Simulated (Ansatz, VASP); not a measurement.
This is a calculation of Sb for VASP 6.6.1.

INCAR

```
SYSTEM = Sb
PREC     = Accurate       ! precision mode
ENCUT    = 520            ! plane-wave cutoff, eV
EDIFF    = 1E-7           ! SCF threshold, eV
ISMEAR   = -1             ! smearing method
SIGMA    = 0.05           ! smearing width, eV
LREAL    = .FALSE.        ! projectors in reciprocal space
LASPH    = .TRUE.         ! aspherical terms in the spheres
NELM     = 60             ! most SCF steps
ALGO     = Normal         ! electronic algorithm
ISIF     = 2              ! what is computed and relaxed
LWAVE    = .FALSE.        ! write WAVECAR
LCHARG   = .FALSE.        ! write CHGCAR
GGA      = PE             ! functional
NBANDS   = 8              ! bands
```

Contents of KPOINTS:

```
Automatic mesh
0
G
  10 10 10
  0 0 0
```

POSCAR

```
Sb
1.0
   -1.8959666167      1.8959666167      1.8959666167
    1.8959666167     -1.8959666167      1.8959666167
    1.8959666167      1.8959666167     -1.8959666167
Sb
1
Direct
    0.0000000000      0.0000000000      0.0000000000
```

Potentials or basis: VASP PAW PBE potentials, release 64 (Sb).

Launch:

```console
$ cat potpaw_PBE.64/Sb/POTCAR > POTCAR
$ mpirun -np 1 vasp_std > vasp.out
```

Translate it to Ansatz 0.2.0. Potentials there: Ansatz PAW.

As run (the cutoff follows the program's own potentials):

The input input.yaml:

```yaml
crystal:
  lattice:
    - [-1.8959666167, 1.8959666167, 1.8959666167]
    - [1.8959666167, -1.8959666167, 1.8959666167]
    - [1.8959666167, 1.8959666167, -1.8959666167]
  atoms:
    - { symbol: Sb, position: [0.0, 0.0, 0.0] }
hamiltonian:
  xc: pbe
  pseudopotentials: { kind: paw }
kpoints:
  mp_grid: { grid: [10, 10, 10] }
scf:
  occupations: { method: fermi_dirac, width: 0.05 }
output:
  forces: true
  stress: true
  eigenvalues: true
```

Potentials or basis: Ansatz PAW.

The run is started by

```sh
$ ansatz run input.yaml --threads 2 --pin off --max-ram 5120MiB --backend cpu --events-out ev --progress --plain --runs-dir out
```

Both were run:

|  | VASP | Ansatz | Ansatz less VASP |
| --- | --- | --- | --- |
| gap on the k mesh at the Fermi level (eV) | none | none | - |
| pressure (GPa) | 0.4 | 0.5 | +0.13 |

A gap of «none» marks a metal or a gap that the smearing closes. The two sets of potentials don't hold the same shells in valence.

Spin-orbit coupling is left out, which matters for the levels of Sb.
